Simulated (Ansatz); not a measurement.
A 2-atom cell of CdS started from a crystallographic database, relaxed with r2SCAN in the plane-wave code Ansatz. Space group F-43m (No. 216), cubic; a = 5.878 Å in the conventional setting, 25.39 Å³ an atom. Around Cd lie 4 S at 2.55 Å; around S lie 4 Cd at 2.55 Å.

The axes x, y and z are those of this cell:
```xyz
2
Lattice="0.0000 2.9392 2.9392 2.9392 0.0000 2.9392 2.9392 2.9392 0.0000" Properties=species:S:1:pos:R:3 pbc="T T T"
Cd    0.0000    0.0000    0.0000
S     1.4696    1.4696    1.4696
```

Unstrained: PBE gives a direct gap of 1.095 eV at Γ. The r2SCAN gap is direct at Γ: 1.543 eV. The HSE06 gap is direct at Γ: 2.106 eV. Meshes: PBE 8×8×8, r2SCAN 8×8×8, HSE06 6×6×6. Strains are changes of length per length. After each strain the atoms were relaxed again with r2SCAN within the symmetry that the strain leaves, so tilts or polar shifts that break it weren't tested; points keep the names that they have in the unstrained zone. The values are computed, spin-unpolarised, and not measurements.

Question: Estimate what uniaxial -4.56 % along z, other directions held does to the gap.

Answer: PBE: the gap goes from 1.095 to 1.106 eV (+0.011 eV); with r2SCAN the top three valence levels at Γ, degenerate before, become 1+2 from the top over 134 meV. r2SCAN: the gap goes from 1.543 to 1.558 eV (+0.015 eV). HSE06: the gap goes from 2.106 to 2.128 eV (+0.022 eV). The r2SCAN energy rises by 12.2 meV an atom.

Question: Apply isotropic -0.92 % on every length. How far does the gap move, against the unstrained cell?

Answer: PBE: the gap goes from 1.095 to 1.155 eV (+0.060 eV). r2SCAN: the gap goes from 1.543 to 1.606 eV (+0.063 eV). HSE06: the gap goes from 2.106 to 2.175 eV (+0.069 eV). The r2SCAN energy rises by 3.7 meV an atom.

Spin-orbit coupling is left out.

The meshes of the hybrids are coarse, so their gaps aren't converged to the digits shown.

The splittings at Γ are without spin-orbit coupling, which regroups them where it is of like size or larger.
